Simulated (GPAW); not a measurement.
Crystal: CdSe (Cadmoselite).

```
Cd Se
1.0
     4.30000    0.00000    0.00000
    -2.15000    3.72391    0.00000
     0.00000    0.00000    7.02000
Cd Se
2 2
Direct
  0.66667 0.33333 0.50000
  0.33333 0.66667 0.00000
  0.66667 0.33333 0.88500
  0.33333 0.66667 0.38500
```

- Program: GPAW 26.7.0
- Task: relaxation of cell and atoms
- Functional: SCAN
- Dispersion: D3(BJ)
- Potentials or basis: GPAW PAW data sets (gpaw-data 1.2.1)
- Cutoff: 600 eV
- Basis: pw
- k mesh: 5 × 5 × 3
- Occupations: fermi-dirac, width 0.05 eV
- Spin: no spin polarisation

At the start: pressure 0.4 GPa; volume 28.10 Å³/atom.

**Question.** Where does the relaxation end?

**Answer.** Over 4 steps the energy falls by 4.8 meV/atom and the volume is 28.24 Å³/atom (+0.5 %); space group P6_3mc (No. 186, to 0.05 Å).

Step by step:
```
step  energy change (eV)  largest force (eV/Å)  pressure (GPa)  volume (Å³)
   1              0.0000                0.2771            0.39       112.41
   2             -0.0051                0.2425            0.32       112.49
   3             -0.0191                0.0184            0.00       112.99
   4             -0.0192                0.0160            0.02       112.95
```

Final structure:
```
CELL_PARAMETERS angstrom
4.31805 0.00000 0.00000
-2.15902 3.73954 0.00000
0.00000 0.00000 6.99506
ATOMIC_POSITIONS crystal
Cd 0.66667 0.33333 0.50387
Cd 0.33333 0.66667 0.00388
Se 0.66667 0.33333 0.88140
Se 0.33333 0.66667 0.38140
```

Caveat: later steps reuse the first step's grids; the PAW data sets were made with another functional, which shifts forces and pressure a little.
